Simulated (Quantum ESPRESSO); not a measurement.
The system is Pt.

```
Pt
1.0
     0.00000    1.96090    1.96090
     1.96090    0.00000    1.96090
     1.96090    1.96090    0.00000
Pt
1
Direct
  0.00000 0.00000 0.00000
```

```yaml
Program: Quantum ESPRESSO 7.5
Task: single point
Functional: PBE
Potentials_or_basis: SSSP 1.3 efficiency PBE
Cutoff: 748 eV
Density_cutoff: 5987 eV
k_mesh: 12 × 12 × 12
Occupations: fermi-dirac, width 0.05 eV
Spin: no spin polarisation
```

On this cell: pressure 9.4 GPa; band gap on the k mesh none (metal or under the smearing width).

The same run follows on a disturbed copy (cell strained at random at fixed volume):

```
Pt
1.0
    -0.01330    1.93575    1.94453
     1.97104    0.00303    1.92819
     2.00088    1.94926   -0.02681
Pt
1
Direct
  0.98674 0.01995 0.00694
```

Problem. What changes?

Solution. The energy (extrapolated to zero smearing) moves by +2.6 meV/atom; pressure 9.5 GPa; band gap on the k mesh none (metal or under the smearing width).

Stress tensor (GPa, compression positive):
```
 8.52 -0.64  1.47
-0.64 10.03  0.63
 1.47  0.63 10.09
```
